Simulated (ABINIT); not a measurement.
# ZrSe2 (P-3m1) in ABINIT: band structure with LDA-PZ

Aim: the band structure of ZrSe2 with LDA-PZ.

Program: ABINIT 10.8.3 (patched build). These are calculated values, not measurements. Logs are shortened: lines on timing, memory, paths and dates and some standing lists are left out, and cuts for length are marked. The log counts tension as positive stress, the text compression.

**The experiment to reproduce.**

From “Stress-Tuned Optical Transitions in Layered 1T-MX2 (M= Hf, Zr, Sn; X= S, Se) Crystals”, 2022, arxiv:2210.12074, for a bulk crystal of ZrSe2: band gap 1.2 eV (indirect).

The results are compared with them further down.

## Step 1: The crystal as given

Symmetry: P-3m1, No. 164, trigonal system. The conventional cell has a = 3.798 Å, b = 3.798 Å, c = 6.192 Å, α = 90.00°, β = 90.00°, γ = 120.00°. Zr (site symmetry -3m) is surrounded by 6 Se at 2.68 Å. Se (site symmetry 3m) is surrounded by 3 Zr at 2.68 Å.

## Step 2: Band structure, LDA-PZ

run.abi

```
ndtset 2

pp_dirpath "./"
pseudos "Zr.LDA_PW-JTH.xml, Se.LDA_PW-JTH.xml"

acell 3.798 3.798 6.192 Angstrom
rprim
     1.0000000000     0.0000000000     0.0000000000
    -0.5000000000     0.8660254038     0.0000000000
     0.0000000000     0.0000000000     1.0000000000
ntypat 2
znucl 40 34
natom 3
typat 1 2 2
xred
     0.0000000000     0.0000000000     0.0000000000
     0.6666666667     0.3333333333     0.7500000000
     0.3333333333     0.6666666667     0.2500000000

ecut 17.0
pawecutdg 34.0

ixc 2

occopt 3
tsmear 0.05 eV

nstep 100

iomode 3
prtwf 0
prteig 0
prtebands 0
prtden1 1

kptopt1 1
ngkpt1 8 8 5
nshiftk1 1
shiftk1 0.0 0.0 0.0
nband1 16
tolvrs1 1.0e-9

iscf2 -2
getden2 1
nband2 20
nbdbuf2 2
tolwfr2 1.0e-12
kptopt2 -7
ndivsm2 5
prteig2 1
prtvol2 -3
kptbounds2
     0.0000000000     0.0000000000     0.0000000000
     0.5000000000     0.0000000000     0.0000000000
     0.3333333333     0.3333333333     0.0000000000
     0.0000000000     0.0000000000     0.0000000000
     0.0000000000     0.0000000000     0.5000000000
     0.5000000000     0.0000000000     0.5000000000
     0.3333333333     0.3333333333     0.5000000000
     0.0000000000     0.0000000000     0.5000000000
```

Potentials or basis: JTH PAW LDA v2.0.

On the command line:

```bash
$ abinit run.abi > log 2>&1
```

run.abo:

```text
.Version 10.8.3 of ABINIT
 DATASET    1 : space group P-3 m 1 (#164); Bravais hP (primitive hexag.)
================================================================================
 Values of the parameters that define the memory need for DATASET  1.
     intxc =       0    ionmov =       0      iscf =      17    lmnmax =      18
     lnmax =       6     mgfft =      45  mpssoang =       3    mqgrid =    3072
     natom =       3  nloc_mem =       2    nspden =       1   nspinor =       1
    nsppol =       1      nsym =      12    n1xccc =       1    ntypat =       2
    occopt =       3   xclevel =       1
       mpw =        1768          nfft =       40500          nkpt =          40
 PAW method is used; the additional fine FFT grid is defined by:
   mgfftf=        64    nfftf =    102400
================================================================================
================================================================================

 DATASET    2 : space group P-3 m 1 (#164); Bravais hP (primitive hexag.)
================================================================================
 Values of the parameters that define the memory need for DATASET  2.
     intxc =       0    ionmov =       0      iscf =      -2    lmnmax =      18
     lnmax =       6     mgfft =      45  mpssoang =       3    mqgrid =    3072
     natom =       3  nloc_mem =       2    nspden =       1   nspinor =       1
    nsppol =       1      nsym =      12    n1xccc =       1    ntypat =       2
    occopt =       3   xclevel =       1
       mpw =        1776          nfft =       40500          nkpt =          56
 PAW method is used; the additional fine FFT grid is defined by:
   mgfftf=        64    nfftf =    102400
================================================================================
================================================================================

--------------------------------------------------------------------------------
------------- Echo of variables that govern the present computation ------------
--------------------------------------------------------------------------------
 -outvars: echo values of preprocessed input variables --------
            acell      7.1771798262E+00  7.1771798262E+00  1.1701184172E+01 Bohr
              amu      9.12240000E+01  7.89600000E+01
             ecut      1.70000000E+01 Hartree
           getden1          0
           getden2          1
             iscf1         17
             iscf2         -2
              ixc           2
           jdtset        1    2
           kptopt1          1
           kptopt2         -7
         kptrlatt        8    0    0      0    8    0      0    0    5
          kptrlen1     5.74174386E+01
          kptrlen2     3.00000000E+01
            natom           3
            nband1         16
            nband2         20
           nbdbuf1          0
           nbdbuf2          2
           ndtset           2
           ndivsm1          0
           ndivsm2          5
            ngfft          30      30      45
          ngfftdg          40      40      64
             nkpt1         40
             nkpt2         56
            nstep         100
             nsym          12
           ntypat           2
           occopt           3
        pawecutdg      3.40000000E+01 Hartree
        prtebands           0
           prteig1          0
           prteig2          1
           prtvol1          0
           prtvol2         -3
            prtwf           0
            rprim      1.0000000000E+00  0.0000000000E+00  0.0000000000E+00
                      -5.0000000000E-01  8.6602540380E-01  0.0000000000E+00
                       0.0000000000E+00  0.0000000000E+00  1.0000000000E+00
           shiftk1     0.00000000E+00  0.00000000E+00  0.00000000E+00
           shiftk2     5.00000000E-01  5.00000000E-01  5.00000000E-01
          spgroup         164
           tolvrs1     1.00000000E-09
           tolvrs2     0.00000000E+00
[... 267 lines left out ...]
 Non-SCF case, kpt    1 (  0.00000  0.00000  0.00000), residuals and eigenvalues=
  3.28E-13  7.33E-13  1.60E-13  6.30E-13  3.16E-13  1.93E-13  3.49E-13  5.80E-13
  2.93E-13  5.65E-13  3.11E-13  7.06E-13  5.35E-13  4.90E-13  9.73E-13  5.63E-13
  3.61E-13  8.23E-13  1.90E-13  1.07E-09
 -1.7066E+00 -9.0170E-01 -8.9775E-01 -8.9775E-01 -3.8103E-01 -3.3487E-01
 -6.7245E-02  6.2288E-03  6.2288E-03  1.0464E-01  1.0464E-01  1.0640E-01
  1.4280E-01  1.4280E-01  1.6159E-01  2.6526E-01  2.6526E-01  2.7066E-01
  2.8785E-01  4.3406E-01
 Non-SCF case, kpt    2 (  0.05556  0.00000  0.00000), residuals and eigenvalues=
  2.91E-13  3.30E-13  3.62E-13  3.30E-13  5.67E-13  3.14E-13  5.35E-13  5.35E-13
  3.60E-13  3.38E-13  3.07E-13  1.90E-13  1.81E-13  3.42E-13  2.57E-13  8.83E-13
[... 423 lines left out ...]
  1.55E-13  3.63E-13  5.63E-13  1.78E-13  3.49E-13  4.54E-13  5.31E-13  2.69E-13
  4.82E-13  3.81E-13  2.98E-11  1.31E-06
 -1.7066E+00 -9.0167E-01 -8.9794E-01 -8.9779E-01 -3.7033E-01 -3.4866E-01
 -2.4803E-02  5.0987E-04  8.4510E-03  3.6365E-02  8.9170E-02  9.4128E-02
  1.4485E-01  1.4555E-01  1.7932E-01  2.6971E-01  2.7868E-01  3.1551E-01
  3.5051E-01  4.1850E-01
 Non-SCF case, kpt   56 (  0.00000  0.00000  0.50000), residuals and eigenvalues=
  4.71E-13  2.72E-13  2.94E-13  3.66E-13  2.68E-13  3.22E-13  9.81E-13  4.33E-13
  8.84E-13  5.08E-13  6.21E-13  8.05E-13  6.21E-13  4.15E-13  8.45E-13  8.05E-13
  4.41E-13  6.24E-13  1.23E-09  2.89E-04
 -1.7066E+00 -9.0171E-01 -8.9775E-01 -8.9775E-01 -3.7122E-01 -3.4876E-01
 -2.5813E-02  7.9380E-03  7.9380E-03  2.8449E-02  9.8486E-02  9.8486E-02
  1.4172E-01  1.4172E-01  1.7528E-01  2.8027E-01  2.8027E-01  3.0460E-01
  3.4766E-01  4.1714E-01

--- !ResultsGS
iteration_state: {dtset: 2, }
comment   : Summary of ground state results
lattice_vectors:
- [  7.1771798,   0.0000000,   0.0000000, ]
- [ -3.5885899,   6.2156201,   0.0000000, ]
- [  0.0000000,   0.0000000,  11.7011842, ]
lattice_lengths: [   7.17718,    7.17718,   11.70118, ]
lattice_angles: [ 90.000,  90.000, 120.000, ] # degrees, (23, 13, 12)
lattice_volume:   5.2199711E+02
convergence: {deltae:  0.000E+00, res2:  0.000E+00, residm:  9.978E-13, diffor:  0.000E+00, }
etotal    :  -6.71746188E+01
entropy   :   0.00000000E+00
fermie    :   1.12028771E-01
cartesian_stress_tensor: null
pressure_GPa: null
xred      :
- [  0.0000E+00,   0.0000E+00,   0.0000E+00, Zr]
- [  6.6667E-01,   3.3333E-01,   7.5000E-01, Se]
- [  3.3333E-01,   6.6667E-01,   2.5000E-01, Se]
cartesian_forces: null
force_length_stats: {min: null, max: null, mean: null, }
...

 Integrated electronic density in atomic spheres:
 ------------------------------------------------
 Atom  Sphere_radius  Integrated_density
    1        2.22030          8.93353038
    2        2.21132          4.00660660
    3        2.21132          4.00660660

================================================================================

 ----iterations are completed or convergence reached----

 Mean square residual over all n,k,spin=   49.783E-14; max=  99.784E-14
 reduced coordinates (array xred) for    3 atoms
       0.000000000000      0.000000000000      0.000000000000
       0.666666666667      0.333333333333      0.750000000000
       0.333333333333      0.666666666667      0.250000000000

 cartesian coordinates (angstrom) at end:
    1      0.00000000000000     0.00000000000000     0.00000000000000
    2      1.89900000000000     1.09638816121080     4.64400000000000
    3      0.00000000000000     2.19277632242160     1.54800000000000
 length scales=  7.177179826198  7.177179826198 11.701184171621 bohr
              =  3.798000000000  3.798000000000  6.192000000000 angstroms
 Eigenvalues (hartree) for nkpt=  56  k points:
 kpt#   1, nband= 20, wtk=  1.00000, kpt=  0.0000  0.0000  0.0000 (reduced coord)
  -1.70661   -0.90170   -0.89775   -0.89775   -0.38103   -0.33487   -0.06724    0.00623
   0.00623    0.10464    0.10464    0.10640    0.14280    0.14280    0.16159    0.26526
   0.26526    0.27066    0.28785    0.43406
 kpt#   2, nband= 20, wtk=  1.00000, kpt=  0.0556  0.0000  0.0000 (reduced coord)
  -1.70659   -0.90165   -0.89796   -0.89779   -0.37999   -0.33499   -0.06567    0.00447
   0.00687    0.09314    0.09941    0.10663    0.14535    0.14820    0.16357    0.25704
   0.26476    0.27785    0.30126    0.43137
 kpt#   3, nband= 20, wtk=  1.00000, kpt=  0.1111  0.0000  0.0000 (reduced coord)
  -1.70656   -0.90151   -0.89857   -0.89792   -0.37695   -0.33532   -0.06102    0.00005
   0.00865    0.06928    0.08888    0.10568    0.14559    0.15904    0.16924    0.24892
   0.26402    0.29661    0.32496    0.42461
 kpt#   4, nband= 20, wtk=  1.00000, kpt=  0.1667  0.0000  0.0000 (reduced coord)
  -1.70650   -0.90130   -0.89949   -0.89812   -0.37218   -0.33583   -0.05361   -0.00528
   0.01116    0.04243    0.07807    0.10041    0.14246    0.16986    0.17639    0.24838
   0.26470    0.32074    0.34949    0.42090
 kpt#   5, nband= 20, wtk=  1.00000, kpt=  0.2222  0.0000  0.0000 (reduced coord)
[... 193 lines left out ...]
   0.01073    0.05175    0.06038    0.07066    0.15285    0.15901    0.19998    0.24073
   0.26638    0.35642    0.36950    0.41470
 kpt#  54, nband= 20, wtk=  1.00000, kpt=  0.0606  0.0606  0.5000 (reduced coord)
  -1.70656   -0.90154   -0.89847   -0.89791   -0.36774   -0.34837   -0.02199   -0.01105
   0.00971    0.04909    0.07050    0.08367    0.15018    0.15180    0.18930    0.25350
   0.27388    0.33460    0.35861    0.41970
 kpt#  55, nband= 20, wtk=  1.00000, kpt=  0.0303  0.0303  0.5000 (reduced coord)
  -1.70660   -0.90167   -0.89794   -0.89779   -0.37033   -0.34866   -0.02480    0.00051
   0.00845    0.03636    0.08917    0.09413    0.14485    0.14555    0.17932    0.26971
   0.27868    0.31551    0.35051    0.41850
 kpt#  56, nband= 20, wtk=  1.00000, kpt=  0.0000  0.0000  0.5000 (reduced coord)
  -1.70661   -0.90171   -0.89775   -0.89775   -0.37122   -0.34876   -0.02581    0.00794
   0.00794    0.02845    0.09849    0.09849    0.14172    0.14172    0.17528    0.28027
   0.28027    0.30460    0.34766    0.41714

== END DATASET(S) ==============================================================
================================================================================

 -outvars: echo values of variables after computation  --------
            acell      7.1771798262E+00  7.1771798262E+00  1.1701184172E+01 Bohr
           etotal1    -6.7174618812E+01
            fcart1    -1.0004468936E-28 -5.7760828330E-29 -0.0000000000E+00
                       5.0022344679E-29  3.7544538415E-28  1.4341143991E-03
                       5.0022344679E-29 -3.1768455582E-28 -1.4341143991E-03
            rprim      1.0000000000E+00  0.0000000000E+00  0.0000000000E+00
                      -5.0000000000E-01  8.6602540380E-01  0.0000000000E+00
                       0.0000000000E+00  0.0000000000E+00  1.0000000000E+00
           strten1     1.3027870442E-04  1.3027870418E-04  6.5183239497E-05
                       0.0000000000E+00  0.0000000000E+00  0.0000000000E+00
           xangst      0.0000000000E+00  0.0000000000E+00  0.0000000000E+00
                       1.8990000000E+00  1.0963881612E+00  4.6440000000E+00
                       3.8049734892E-17  2.1927763224E+00  1.5480000000E+00
             xred      0.0000000000E+00  0.0000000000E+00  0.0000000000E+00
                       6.6666666667E-01  3.3333333333E-01  7.5000000000E-01
                       3.3333333333E-01  6.6666666667E-01  2.5000000000E-01
 Calculation completed.
```

Run time: 58 s. Hardware: 1 thread of Arm Neoverse V2, shared host; peak memory 0.12 GiB.

What came out:

```yaml
Free_energy: -1827.9145 eV
Pressure: -3.2 GPa
Largest_force: 0.074 eV/Å
Band_gap_on_the_k_mesh: 0.33 eV, indirect (least direct gap 0.99 eV)
Band_gap_along_the_path: 0.29 eV, indirect (least direct gap 0.99 eV)
Valence_electrons_inside_the_program's_atomic_spheres: Zr 8.93; Se 4.01
```

Forces on the atoms (eV/Å):
```
Zr   0.000  0.000  0.000
Se   0.000  0.000  0.074
Se   0.000  0.000 -0.074
```

Stress tensor (GPa, compression positive):
```
-3.83  0.00  0.00
 0.00 -3.83  0.00
 0.00  0.00 -1.92
```

Levels at the corners of the path, in eV from the valence-band top:
```
point  band 8  band 9  band 10  band 11  band 12  band 13  band 14  band 15  band 16  band 17
    Γ   -2.73   -2.73    -0.05    -0.05    -0.01     0.98     0.98     1.50     4.32     4.32
    M   -2.95   -2.70    -2.51    -2.16    -1.37     0.49     2.45     2.79     4.78     5.07
    K   -3.58   -3.58    -2.33    -2.33    -1.75     1.62     2.55     2.55     4.03     4.03
    Γ   -2.73   -2.73    -0.05    -0.05    -0.01     0.98     0.98     1.50     4.32     4.32
    A   -2.69   -2.69    -2.13    -0.22    -0.22     0.95     0.95     1.87     4.72     4.72
    L   -3.62   -2.68    -2.54    -1.05    -0.98     0.29     2.45     2.77     4.47     4.84
    H   -3.75   -3.40    -2.39    -2.01    -2.01     1.69     2.13     2.13     4.87     4.87
    A   -2.69   -2.69    -2.13    -0.22    -0.22     0.95     0.95     1.87     4.72     4.72
```

## Step 3: How close it comes

Step 2. Measured gap of ZrSe2: 1.2 eV (indirect; quoted in “Stress-Tuned Optical Transitions in Layered 1T-MX2 (M= Hf, Zr, Sn; X= S, Se) Crystals”, 2022, arxiv:2210.12074). This calculation gives 0.29 eV (-0.91 eV). Spin-orbit coupling on Se, Zr is left out. The value is that of LDA-PZ, without temperature or zero-point motion. Semilocal functionals fall short of measured gaps as a rule.
